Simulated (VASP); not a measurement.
SrTiO3 (Tausonite): relaxation of cell and atoms with PBE

Crystal: SrTiO3 (Tausonite).

```xyz
5
Lattice="3.9053 0.0000 0.0000 0.0000 3.9053 0.0000 0.0000 0.0000 3.9053" Properties=species:S:1:pos:R:3 pbc="T T T"
Sr    1.9526    1.9526    1.9526
Ti    0.0000    0.0000    0.0000
O     1.9526    0.0000    0.0000
O     0.0000    1.9526    0.0000
O     0.0000    0.0000    1.9526
```

```json
{
  "Program": "VASP 6.6.1",
  "Task": "relaxation of cell and atoms",
  "Functional": "PBE",
  "Potentials or basis": "VASP PAW PBE potentials, release 64 (Sr_sv, Ti_sv, O)",
  "Cutoff": "600 eV",
  "k mesh": "8 × 8 × 8",
  "Occupations": "gaussian, width 0.03 eV",
  "Spin": "no spin polarisation",
  "Further INCAR settings": "ALGO = Normal; EDIFF = 1e-06; IBRION = 2; EDIFFG = -0.01; NSW = 90; ISIF = 3"
}
```

```json
{"Relaxed volume": "12.23 Å³/atom", "Relaxed cell": "a = 3.940 Å, b = 3.940 Å, c = 3.940 Å, α = 90.00°, β = 90.00°, γ = 90.00°", "Space group after relaxing (to 0.05 Å)": "Pm-3m (No. 221)", "Energy gained by relaxing": "4.6 meV/atom", "Ionic steps": "3", "Pressure after relaxing": "0.0 GPa", "Band gap on the k mesh": "1.81 eV, indirect (least direct gap 2.18 eV)"}
```

The path:
| step | energy change (eV) | largest force (eV/Å) | pressure (GPa) | volume (Å³) |
| --- | --- | --- | --- | --- |
| 1 | 0.0000 | 0.0000 | 4.69 | 59.56 |
| 2 | -0.0057 | 0.0000 | -3.75 | 62.62 |
| 3 | -0.0232 | 0.0000 | -0.02 | 61.17 |

Final structure:
```
Sr Ti O
1.0
     3.94020    0.00000    0.00000
     0.00000    3.94020    0.00000
     0.00000    0.00000    3.94020
Sr Ti O
1 1 3
Cartesian
  1.9701 1.9701 1.9701
  0.0000 0.0000 0.0000
  1.9701 0.0000 0.0000
  0.0000 1.9701 0.0000
  0.0000 0.0000 1.9701
```

Levels at points of the mesh, in eV from the valence-band top:
| k point | band 17 | band 18 | band 19 | band 20 | band 21 | band 22 | band 23 | band 24 |
| --- | --- | --- | --- | --- | --- | --- | --- | --- |
| (0.00, 0.00, 0.00) | -1.12 | -0.37 | -0.37 | -0.37 | 1.81 | 1.81 | 1.81 | 4.12 |
| (0.50, 0.00, 0.00) | -2.29 | -1.90 | -0.73 | -0.73 | 1.96 | 3.64 | 3.64 | 4.13 |
| (0.50, 0.50, 0.00) | -1.74 | -1.54 | -1.54 | -0.09 | 3.65 | 3.65 | 4.09 | 5.05 |
| (0.50, 0.50, 0.50) | -3.66 | 0.00 | 0.00 | 0.00 | 4.29 | 4.29 | 4.29 | 6.84 |

Wall time 35 s on 2 MPI ranks on Intel(R) Xeon(R) 6975P-C (Granite Rapids) (shared host), peak memory 0.22 GiB a rank.

A k mesh can miss the band edges. As with any semilocal functional, this PBE gap is likely too small.
